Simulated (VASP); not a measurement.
Input:

```yaml
crystal:
  lattice:
    - [3.52959, 0.00000, 0.00000]
    - [-1.76480, 3.05672, 0.00000]
    - [0.00000, 0.00000, 3.76907]
  atoms:
    - { symbol: Li, position: [0.00000, 0.00000, 0.50000] }
    - { symbol: Li, position: [0.33333, 0.66667, 0.00000] }
    - { symbol: Li, position: [0.66667, 0.33333, 0.00000] }
    - { symbol: N, position: [0.00000, 0.00000, 0.00000] }
```

These are PBE0 hybrid, VASP's PBE PAW potentials (set 64) (plane waves; VASP) values and carry that method's errors. Run with 400 eV cut-off, 6×6×5 Γ-centred mesh, Gaussian smearing of 0.010 eV, potentials Li_sv N.

At this cut-off the stress carries a Pulay error, which pulls relaxed volumes low.

### Question
What does the run give for the energy per atom (σ→0), pressure?

### Answer

```json
{
  "energy per atom (σ→0)": "-4.724 eV/atom",
  "pressure": "-2.91 GPa"
}
```

Only differences to runs with the same potentials and settings are physical.

The structure comes from a computed database's Li3N entry; how it stands against other phases isn't given here. The cell was not relaxed at this level.
